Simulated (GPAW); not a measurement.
# CdSe (Cadmoselite) (P6_3mc) in GPAW: notebook

Aim: see how the results for CdSe (Cadmoselite) move with the level of theory and the settings. Levels: PBEsol, LDA, PBE. Tasks: band structure, equation of state, G0W0 quasiparticle levels.

All numbers are computed with GPAW 26.7.0; they aren't measurements. Logs are shortened: lines on timing, memory, paths and dates and some standing lists are left out, and cuts for length are marked. The log counts tension as positive stress, the text compression.

**Measured values to compare with.**

From a printed reference work, data compilation, for a bulk crystal of CdSe at 2 K: band gap 1.841 eV.

How close the calculation comes is told below.

### 1 Starting point

The structure is hexagonal, space group P6_3mc (No. 186). The conventional cell has a = 4.300 Å, b = 4.300 Å, c = 7.020 Å, α = 90.00°, β = 90.00°, γ = 120.00°. Cd (site symmetry 3m) is surrounded by 4 Se at 2.61 to 2.70 Å. Se (site symmetry 3m) has 4 Cd at 2.61 to 2.70 Å as nearest neighbours.

### 2 Band structure, PBEsol

Contents of run.py:

```python
from ase import Atoms
from ase.dft.bandgap import bandgap
from ase.io import write
from ase.units import GPa
from gpaw import GPAW, PW, setup_paths

setup_paths.insert(0, '.')

atoms = Atoms(['Cd', 'Cd', 'Se', 'Se'],
              cell=[[4.3, 0.0, 0.0],
                    [-2.15, 3.7239092363, 0.0],
                    [0.0, 0.0, 7.02]],
              scaled_positions=[[0.6666666667, 0.3333333333, 0.5],
                                [0.3333333333, 0.6666666667, 0.0],
                                [0.6666666667, 0.3333333333, 0.885],
                                [0.3333333333, 0.6666666667, 0.385]],
              pbc=True)

calc = GPAW(mode=PW(600),
            xc='PBEsol',
            kpts={'size': (6, 6, 3), 'gamma': True},
            occupations={'name': 'fermi-dirac', 'width': 0.05},
            nbands=31,
            convergence={'density': 1e-05, 'energy': 1e-05},
            maxiter=150,
            txt='gpaw.txt')
atoms.calc = calc
energy = atoms.get_potential_energy()
forces = atoms.get_forces()
stress = atoms.get_stress()
calc.write('gs.gpw')
write('result.traj', atoms)
print(f'Energy: {energy:.6f} eV')
print('Forces (eV/A):')
print(forces.round(4))
print('Stress (GPa):', (stress / GPa).round(3))
print('Fermi level:', round(calc.get_fermi_level(), 4), 'eV')
print(f'Gap: {bandgap(calc)[0]:.4f} eV, direct: {bandgap(calc, direct=True)[0]:.4f} eV')

path = atoms.cell.bandpath('GMKGALHA,LM,KH', npoints=80, eps=1e-4)
bs_calc = calc.fixed_density(kpts=path, symmetry='off', nbands=52,
                             convergence={'bands': 'CBM+6.0', 'eigenstates': 1e-6}, txt='bands.txt')
bs = bs_calc.band_structure()
bs.write('bs.json')
print(f'Gap on the path: {bandgap(bs_calc)[0]:.4f} eV')
```

Potentials or basis: PAW data sets generated in the run's folder for this functional, pw.

Run with:

```sh
$ gpaw-setup -f PBEsol Cd Se
$ OMP_NUM_THREADS=1 python run.py
```

gpaw.txt:

```text
__  _  _
 | _ |_)|_||  |
 |__||  | ||/\| - 26.7.0

Input parameters:
  mode=PW(ecut=600.0),
  convergence={'density': 1e-05, 'energy': 1e-05},
  kpts=MonkhorstPack(size=(6, 6, 3), gamma=True),
  maxiter=150,
  nbands=31,
  occupations=Occupations(name='fermi-dirac', width=0.05),
  xc=XC(name='PBEsol')

Diagonalizing LCAO Hamiltonian
Converting LCAO to pw mode

            Se

        Se  Cd

        Cd

Atoms  # Å, Bohr magnetons
|   | symbol |         x |        y |        z |    initial magnetic moments |
|---|--------|-----------|----------|----------|-----------------------------|
| 0 |     Cd |  2.150000 | 1.241303 | 3.510000 | ( 0.0000,  0.0000,  0.0000) |
| 1 |     Cd | -0.000000 | 2.482606 | 0.000000 | ( 0.0000,  0.0000,  0.0000) |
| 2 |     Se |  2.150000 | 1.241303 | 6.212700 | ( 0.0000,  0.0000,  0.0000) |
| 3 |     Se | -0.000000 | 2.482606 | 2.702700 | ( 0.0000,  0.0000,  0.0000) |

Unit cell  # Å
| periodic |         x |        y |        z |  lengths |     angles |
|----------|-----------|----------|----------|----------|------------|
|      yes |  4.300000 | 0.000000 | 0.000000 | 4.300000 |  90.000000 |
|      yes | -2.150000 | 3.723909 | 0.000000 | 4.300000 |  90.000000 |
|      yes |  0.000000 | 0.000000 | 7.020000 | 7.020000 | 120.000000 |

Number of symmetries: 6
Symmetry operations  # r_c * U_cc + t_c -> r_c
|   | kind |            matrix            |
|---|------|------------------------------|
| 0 |  σ   |  1, 1, 0,  0,-1, 0,  0, 0, 1 |
| 1 |  E   |  1, 0, 0,  0, 1, 0,  0, 0, 1 |
| 2 |  C3  |  0, 1, 0, -1,-1, 0,  0, 0, 1 |
| 3 |  σ   |  0,-1, 0, -1, 0, 0,  0, 0, 1 |
| 4 |  σ   | -1, 0, 0,  1, 1, 0,  0, 0, 1 |
| 5 |  C3  | -1,-1, 0,  1, 0, 0,  0, 0, 1 |

BZ-sampling:
  Number of BZ points: 108
  Number of IBZ points: 17

  Monkhorst-Pack size: [6, 6, 3]
  Monkhorst-Pack shift: [0.08333333333333333, 0.08333333333333333, 0.0]

K-points  # in reciprocal-cell coordinates
|     |                                coordinates |     weight |
|-----|--------------------------------------------|------------|
|   0 | (  0.00000000,   0.00000000,   0.00000000) | 0.00925926 |
|   1 | (  0.00000000,   0.00000000,   0.33333333) | 0.01851852 |
|   2 | (  0.16666667,   0.00000000,  -0.33333333) | 0.05555556 |
|   3 | (  0.16666667,   0.00000000,   0.00000000) | 0.05555556 |
|   4 | (  0.16666667,   0.00000000,   0.33333333) | 0.05555556 |
|   5 | (  0.33333333,  -0.16666667,   0.00000000) | 0.05555556 |
|   6 | (  0.33333333,  -0.16666667,   0.33333333) | 0.11111111 |
|   7 | (  0.33333333,   0.00000000,  -0.33333333) | 0.05555556 |
|   8 | (  0.33333333,   0.00000000,   0.00000000) | 0.05555556 |
|   9 | (  0.33333333,   0.00000000,   0.33333333) | 0.05555556 |
| ... |                                            |            |
|  16 | (  0.50000000,   0.50000000,   0.33333333) | 0.05555556 |

Plane wave coefficients: 3791
Cutoff: 600.0 eV

Spin-components: 1 (collinear spins)
Bands:           31
Projectors:      22
Spin-degeneracy: 2
Datatype:        complex128

Parallelization:
  kpt:    1
  domain: 1
  band:   1

Density:
  Valence electrons: 36.0
  Components: 1
  Grid points: [25 25 40]
  Charge: 0.0  # |e|

Potential:
  Grid points: [25 25 40]

species:
  Cd:
    name:    Cadmium
    Z:       48.0
    valence: 12
    core:    36
    charge:  0.0  # [|e|]
    compensation charges:
      type: gauss
      rc: 0.38  # [Å]
      lmax: 2
    cutoffs:
      filter: 2.12  # [Å]
      core: 2.62  # [Å]
    projectors
    | kind |    occ | energy [eV] | rcut [Å] |
    |------|--------|-------------|----------|
    |   5s |  2.000 |      -5.696 |    1.191 |
    |   5p |  0.000 |      -1.145 |    1.228 |
    |   4d | 10.000 |     -11.735 |    1.164 |
    |    s |        |      21.516 |    1.191 |
    |    p |        |      26.066 |    1.228 |
    |    d |        |      15.476 |    1.164 |

    Using partial waves for Cd as LCAO basis

  Se:
    name:    Selenium
    Z:       34.0
    valence: 6
    core:    28
    charge:  0.0  # [|e|]
    compensation charges:
      type: gauss
      rc: 0.27  # [Å]
      lmax: 2
    cutoffs:
      filter: 1.77  # [Å]
      core: 2.67  # [Å]
    projectors
    | kind |    occ | energy [eV] | rcut [Å] |
    |------|--------|-------------|----------|
    |   4s |  2.000 |     -17.281 |    0.847 |
    |   4p |  4.000 |      -6.511 |    1.005 |
    |    s |        |       9.930 |    0.847 |
    |    p |        |      20.700 |    1.005 |
    |    d |        |       0.000 |    0.847 |

    Using partial waves for Se as LCAO basis

Reference energy: -436321.283909  # eV

eigensolver:
  PPCG
  Converge bands: occupied
  niter=2

density mixing:
  MSR1-Mixer
  Pratt-step length: 0.05
  Maximum mixing coefficient: 0.75
  Old densities: 10
  SVD Regularization: 0.005
  Good broyden scale: 1.0
  Trust region scale: 1.0
  Backstep threshold: 4.0
  History deletion threshold: 6.0
  Fourier metric: weight=20.0, sigma=0.015

occupation numbers:
  Fermi-Dirac:
    width: 0.0500  # eV

poisson solver:
  ecut: 4800.0  # eV

xc functional:
  name: PBEsol with 2 nearest neighbor stencil

convergence criteria:
- Maximum integral of absolute [dens]ity change: 1e-05 electrons / valence electron
- Maximum [total energy] change in last 3 cyles: 1e-05 eV / valence electron
- Maximum integral of absolute [eigenst]ate change: 4e-08 eV^2 / valence electron
maximum number of iterations: 150

SCF iterations
|iter     | |      energy | eigst |  dens |
|---------|-|-------------|-------|-------|
|iter:   1| |  -13.409280 | -0.56 |       |
|iter:   2| |  -13.264894 | -2.51 | -1.20 |
|iter:   3| |  -12.735753 | -1.54 | -1.24 |
|iter:   4| |  -12.728933 | -3.37 | -1.80 |
|iter:   5| |  -12.727392 | -3.79 | -2.27 |
|iter:   6| |  -12.727410 | -5.25 | -3.00 |
|iter:   7| |  -12.727413c| -6.55 | -3.57 |
|iter:   8| |  -12.727413c| -7.60c| -4.62 |
|iter:   9| |  -12.727413c| -7.90c| -4.92 |
|iter:  10| |  -12.727413c| -8.25c| -5.31c|

Converged in 10 steps
Energy contributions relative to reference atoms: (reference = -436321.283909)

Energy contributions:
  Kinetic:          34.503383
  Coulomb:         -31.344695
  Zero:              0.113884
  External:          0.000000
  Xc:              -15.999948
  Entropy:          -0.000073
  Spinorbit:         0.000000
  ----------------------------
  Free energy:     -12.727450
  Extrapolated:    -12.727413

dipole moment: (0.000002, 0.000013, -18.380644)  # |e|*Ang

Fermi level: 3.813
Eigenvalues  # (at kpt = [0.000, 0.000, 0.000])
| band index |      eig [eV] | occ [0-2] |
|------------|---------------|-----------|
|          0 |        -9.126 |     2.000 |
|        ... |               |           |
|         10 |        -3.942 |     2.000 |
|         11 |        -3.662 |     2.000 |
|         12 |        -0.805 |     2.000 |
|         13 |         2.767 |     2.000 |
|         14 |         2.767 |     2.000 |
|         15 |         3.487 |     1.997 |
[... 8 lines left out ...]
|         24 |        10.404 |     0.000 |
|         25 |        11.068 |     0.000 |
|        ... |               |           |
|         30 |        14.410 |     0.000 |

Gap: 0.571 eV
Transition (v -> c):
  (s=0, k=0, n=17, [0.00, 0.00, 0.00]) -> (s=0, k=0, n=18, [0.00, 0.00, 0.00])
No difference between direct/indirect transitions

Forces  # eV/Ang
|       x |       y |        z |
|---------|---------|----------|
| 0.00000 | 0.00000 |  0.26571 |  # Cd   0
| 0.00000 | 0.00000 |  0.26588 |  # Cd   1
| 0.00000 | 0.00000 | -0.26576 |  # Se   2
| 0.00000 | 0.00000 | -0.26588 |  # Se   3

Stress tensor  # eV/Ang^3
|         x |         y |        z |
|-----------|-----------|----------|
| -0.003638 |  0.000000 | 0.000000 |
|  0.000000 | -0.003638 | 0.000000 |
|  0.000000 |  0.000000 | 0.007651 |

# Writing to gs.gpw (mode='')
```

Wall time 4.2 min (1 thread of Intel Xeon at 2.50GHz (Skylake/Cascade Lake), shared host); peak memory 0.57 GiB.

What came out:

```yaml
Free_energy: -12.7274 eV
Pressure: 0.0 GPa
Largest_force: 0.266 eV/Å
Band_gap_on_the_k_mesh: 0.57 eV, direct
Band_gap_along_the_path: 0.57 eV, direct
```

Forces on the atoms (eV/Å):
```
Cd   0.000  0.000  0.266
Cd   0.000  0.000  0.266
Se   0.000  0.000 -0.266
Se   0.000  0.000 -0.266
```

Stress tensor (GPa, compression positive):
```
 0.58  0.00  0.00
 0.00  0.58  0.00
 0.00  0.00 -1.23
```

Levels at the corners of the path, in eV from the valence-band top:
```csv
point,band 15,band 16,band 17,band 18,band 19,band 20,band 21,band 22
Γ,-0.73,-0.01,0.00,0.00,0.57,2.01,5.78,5.78
M,-2.61,-1.90,-1.27,-0.85,3.13,3.20,4.70,6.05
K,-3.13,-1.83,-1.83,-1.82,4.26,4.74,4.74,6.95
Γ,-0.73,-0.01,0.00,0.00,0.57,2.01,5.78,5.78
A,-0.38,-0.38,-0.38,-0.38,2.23,2.23,5.70,5.70
L,-1.41,-1.41,-1.32,-1.32,2.87,2.87,4.69,4.69
H,-2.54,-2.54,-1.08,-1.08,3.70,3.70,5.79,5.79
A,-0.38,-0.38,-0.38,-0.38,2.23,2.23,5.70,5.70
L,-1.41,-1.41,-1.32,-1.32,2.87,2.87,4.69,4.69
M,-2.61,-1.90,-1.27,-0.85,3.13,3.20,4.70,6.05
K,-3.13,-1.83,-1.83,-1.82,4.26,4.74,4.74,6.95
H,-2.54,-2.54,-1.08,-1.08,3.70,3.70,5.79,5.79
```

### 3 Equation of state, LDA

Contents of run.py:

```python
from ase import Atoms
from ase.eos import EquationOfState
from ase.io import Trajectory
from ase.units import GPa
from gpaw import GPAW, PW

atoms = Atoms(['Cd', 'Cd', 'Se', 'Se'],
              cell=[[4.3, 0.0, 0.0],
                    [-2.15, 3.7239092363, 0.0],
                    [0.0, 0.0, 7.02]],
              scaled_positions=[[0.6666666667, 0.3333333333, 0.5],
                                [0.3333333333, 0.6666666667, 0.0],
                                [0.6666666667, 0.3333333333, 0.885],
                                [0.3333333333, 0.6666666667, 0.385]],
              pbc=True)

traj = Trajectory('eos.traj', 'w')
volumes, energies = [], []
for x in [0.94, 0.96, 0.98, 1.0, 1.02, 1.04, 1.06]:
    a = atoms.copy()
    a.set_cell(atoms.cell * x**(1 / 3), scale_atoms=True)
    calc = GPAW(mode=PW(600),
                xc='LDA',
                kpts={'size': (6, 6, 3), 'gamma': True},
                occupations={'name': 'fermi-dirac', 'width': 0.05},
                nbands=31,
                convergence={'density': 1e-05, 'energy': 1e-05},
                maxiter=150,
                txt=f'eos-{x:.2f}.txt')
    a.calc = calc
    energies.append(a.get_potential_energy(force_consistent=True))
    volumes.append(a.get_volume())
    p = -a.get_stress()[:3].mean() / GPa
    calc.write(f'eos-{x:.2f}.gpw')
    traj.write(a)
    print(f'{x:.2f} {volumes[-1]:10.4f} A^3 {energies[-1]:14.6f} eV {p:9.3f} GPa', flush=True)

v0, e0, B = EquationOfState(volumes, energies, eos='birchmurnaghan').fit()
print(f'V0 = {v0:.4f} A^3, E0 = {e0:.6f} eV, B0 = {B / GPa:.2f} GPa')
```

Potentials or basis: the program's PAW data sets (release 1.2.1) made for this functional, pw.

Run with:

```sh
$ OMP_NUM_THREADS=1 python run.py
```

What it wrote:

```text
__  _  _
 | _ |_)|_||  |
 |__||  | ||/\| - 26.7.0

Input parameters:
  mode=PW(ecut=600.0),
  convergence={'density': 1e-05, 'energy': 1e-05},
  kpts=MonkhorstPack(size=(6, 6, 3), gamma=True),
  maxiter=150,
  nbands=31,
  occupations=Occupations(name='fermi-dirac', width=0.05),
  xc=XC(name='LDA')

Diagonalizing LCAO Hamiltonian
Converting LCAO to pw mode

            Se

            Cd
        Se

        Cd

Atoms  # Å, Bohr magnetons
|   | symbol |         x |        y |        z |    initial magnetic moments |
|---|--------|-----------|----------|----------|-----------------------------|
| 0 |     Cd |  2.120942 | 1.224527 | 3.462562 | ( 0.0000,  0.0000,  0.0000) |
| 1 |     Cd | -0.000000 | 2.449053 | 0.000000 | ( 0.0000,  0.0000,  0.0000) |
| 2 |     Se |  2.120942 | 1.224527 | 6.128734 | ( 0.0000,  0.0000,  0.0000) |
| 3 |     Se | -0.000000 | 2.449053 | 2.666173 | ( 0.0000,  0.0000,  0.0000) |

Unit cell  # Å
| periodic |         x |        y |        z |  lengths |     angles |
|----------|-----------|----------|----------|----------|------------|
|      yes |  4.241885 | 0.000000 | 0.000000 | 4.241885 |  90.000000 |
|      yes | -2.120942 | 3.673580 | 0.000000 | 4.241885 |  90.000000 |
|      yes |  0.000000 | 0.000000 | 6.925124 | 6.925124 | 120.000000 |

Number of symmetries: 6
Symmetry operations  # r_c * U_cc + t_c -> r_c
|   | kind |            matrix            |
|---|------|------------------------------|
| 0 |  σ   |  1, 1, 0,  0,-1, 0,  0, 0, 1 |
| 1 |  E   |  1, 0, 0,  0, 1, 0,  0, 0, 1 |
| 2 |  C3  |  0, 1, 0, -1,-1, 0,  0, 0, 1 |
| 3 |  σ   |  0,-1, 0, -1, 0, 0,  0, 0, 1 |
| 4 |  σ   | -1, 0, 0,  1, 1, 0,  0, 0, 1 |
| 5 |  C3  | -1,-1, 0,  1, 0, 0,  0, 0, 1 |

BZ-sampling:
  Number of BZ points: 108
  Number of IBZ points: 17

  Monkhorst-Pack size: [6, 6, 3]
  Monkhorst-Pack shift: [0.08333333333333333, 0.08333333333333333, 0.0]

K-points  # in reciprocal-cell coordinates
|     |                                coordinates |     weight |
|-----|--------------------------------------------|------------|
|   0 | (  0.00000000,   0.00000000,   0.00000000) | 0.00925926 |
|   1 | (  0.00000000,   0.00000000,   0.33333333) | 0.01851852 |
|   2 | (  0.16666667,   0.00000000,  -0.33333333) | 0.05555556 |
|   3 | (  0.16666667,   0.00000000,   0.00000000) | 0.05555556 |
|   4 | (  0.16666667,   0.00000000,   0.33333333) | 0.05555556 |
|   5 | (  0.33333333,  -0.16666667,   0.00000000) | 0.05555556 |
|   6 | (  0.33333333,  -0.16666667,   0.33333333) | 0.11111111 |
|   7 | (  0.33333333,   0.00000000,  -0.33333333) | 0.05555556 |
|   8 | (  0.33333333,   0.00000000,   0.00000000) | 0.05555556 |
|   9 | (  0.33333333,   0.00000000,   0.33333333) | 0.05555556 |
| ... |                                            |            |
|  16 | (  0.50000000,   0.50000000,   0.33333333) | 0.05555556 |

Plane wave coefficients: 3657
Cutoff: 600.0 eV

Spin-components: 1 (collinear spins)
Bands:           31
Projectors:      22
Spin-degeneracy: 2
Datatype:        complex128

Parallelization:
  kpt:    1
  domain: 1
  band:   1

Density:
  Valence electrons: 36.0
  Components: 1
  Grid points: [24 24 40]
  Charge: 0.0  # |e|

Potential:
  Grid points: [24 24 40]

species:
  Cd:
    name:    Cadmium
    Z:       48.0
    valence: 12
    core:    36
    charge:  0.0  # [|e|]
    compensation charges:
      type: gauss
      rc: 0.38  # [Å]
      lmax: 2
    cutoffs:
      filter: 2.12  # [Å]
      core: 2.62  # [Å]
    projectors
    | kind |    occ | energy [eV] | rcut [Å] |
    |------|--------|-------------|----------|
    |   5s |  2.000 |      -5.950 |    1.191 |
    |   5p |  0.000 |      -1.328 |    1.228 |
    |   4d | 10.000 |     -11.904 |    1.164 |
    |    s |        |      21.261 |    1.191 |
    |    p |        |      25.883 |    1.228 |
    |    d |        |      15.307 |    1.164 |

    Using partial waves for Cd as LCAO basis

  Se:
    name:    Selenium
    Z:       34.0
    valence: 6
    core:    28
    charge:  0.0  # [|e|]
    compensation charges:
      type: gauss
      rc: 0.27  # [Å]
      lmax: 2
    cutoffs:
      filter: 1.77  # [Å]
      core: 2.67  # [Å]
    projectors
    | kind |    occ | energy [eV] | rcut [Å] |
    |------|--------|-------------|----------|
    |   4s |  2.000 |     -17.472 |    0.847 |
    |   4p |  4.000 |      -6.656 |    1.005 |
    |    s |        |       9.739 |    0.847 |
    |    p |        |      20.555 |    1.005 |
    |    d |        |       0.000 |    0.847 |

    Using partial waves for Se as LCAO basis

Reference energy: -436106.280585  # eV

eigensolver:
  PPCG
  Converge bands: occupied
  niter=2

density mixing:
  MSR1-Mixer
  Pratt-step length: 0.05
  Maximum mixing coefficient: 0.75
  Old densities: 10
  SVD Regularization: 0.005
  Good broyden scale: 1.0
  Trust region scale: 1.0
  Backstep threshold: 4.0
  History deletion threshold: 6.0
  Fourier metric: weight=20.0, sigma=0.015

occupation numbers:
  Fermi-Dirac:
    width: 0.0500  # eV

poisson solver:
  ecut: 4800.0  # eV

xc functional:
  name: None

convergence criteria:
- Maximum integral of absolute [dens]ity change: 1e-05 electrons / valence electron
- Maximum [total energy] change in last 3 cyles: 1e-05 eV / valence electron
- Maximum integral of absolute [eigenst]ate change: 4e-08 eV^2 / valence electron
maximum number of iterations: 150

SCF iterations
|iter     | |      energy | eigst |  dens |
|---------|-|-------------|-------|-------|
|iter:   1| |  -14.611108 | -0.44 |       |
|iter:   2| |  -14.468004 | -2.49 | -1.20 |
|iter:   3| |  -13.933697 | -1.55 | -1.25 |
|iter:   4| |  -13.922549 | -3.42 | -1.80 |
|iter:   5| |  -13.920231 | -3.79 | -2.27 |
|iter:   6| |  -13.920205 | -5.28 | -2.98 |
|iter:   7| |  -13.920206c| -6.40 | -3.62 |
|iter:   8| |  -13.920205c| -7.12 | -4.08 |
|iter:   9| |  -13.920205c| -7.75c| -5.04c|

Converged in 9 steps
Energy contributions relative to reference atoms: (reference = -436106.280585)

Energy contributions:
  Kinetic:          37.979956
  Coulomb:         -33.876995
  Zero:              0.100981
  External:          0.000000
  Xc:              -18.124085
  Entropy:          -0.000122
  Spinorbit:         0.000000
  ----------------------------
  Free energy:     -13.920266
  Extrapolated:    -13.920205

dipole moment: (0.000003, 0.000012, -18.107800)  # |e|*Ang

Fermi level: 4.046
Eigenvalues  # (at kpt = [0.000, 0.000, 0.000])
| band index |      eig [eV] | occ [0-2] |
|------------|---------------|-----------|
|          0 |        -9.154 |     2.000 |
|        ... |               |           |
|         10 |        -3.799 |     2.000 |
|         11 |        -3.493 |     2.000 |
|         12 |        -0.820 |     2.000 |
|         13 |         2.974 |     2.000 |
|         14 |         2.974 |     2.000 |
|         15 |         3.740 |     1.996 |
[... 8 lines left out ...]
|         24 |        10.668 |     0.000 |
|         25 |        11.376 |     0.000 |
|        ... |               |           |
|         30 |        14.699 |     0.000 |

Gap: 0.504 eV
Transition (v -> c):
  (s=0, k=0, n=17, [0.00, 0.00, 0.00]) -> (s=0, k=0, n=18, [0.00, 0.00, 0.00])
No difference between direct/indirect transitions

Stress tensor  # eV/Ang^3
|         x |         y |         z |
|-----------|-----------|-----------|
| -0.005690 | -0.000000 |  0.000000 |
| -0.000000 | -0.005690 | -0.000000 |
|  0.000000 | -0.000000 |  0.007267 |

# Writing to eos-0.96.gpw (mode='')
```

Run time: 6.8 min. Hardware: 1 thread of Intel Xeon at 2.50GHz (Skylake/Cascade Lake), shared host; peak memory 0.38 GiB.

Results:

```yaml
Equilibrium_volume: 27.09 Å³/atom
Bulk_modulus_at_fixed_shape_and_positions: 58 GPa
Pressure_derivative_of_the_bulk_modulus: 4.7
```

Energy against volume, from the lowest point:
```tsv
volume (Å³/atom)	energy (meV/atom)
26.416	3.07
26.978	0.00
27.540	1.27
28.102	6.37
28.665	14.90
29.227	26.46
29.789	40.70
```

Caveat: the cell was scaled at fixed shape and fractional positions, which overstates the stiffness of a crystal with free parameters, most of all of layers and chains.

[end of part 1 of 2]
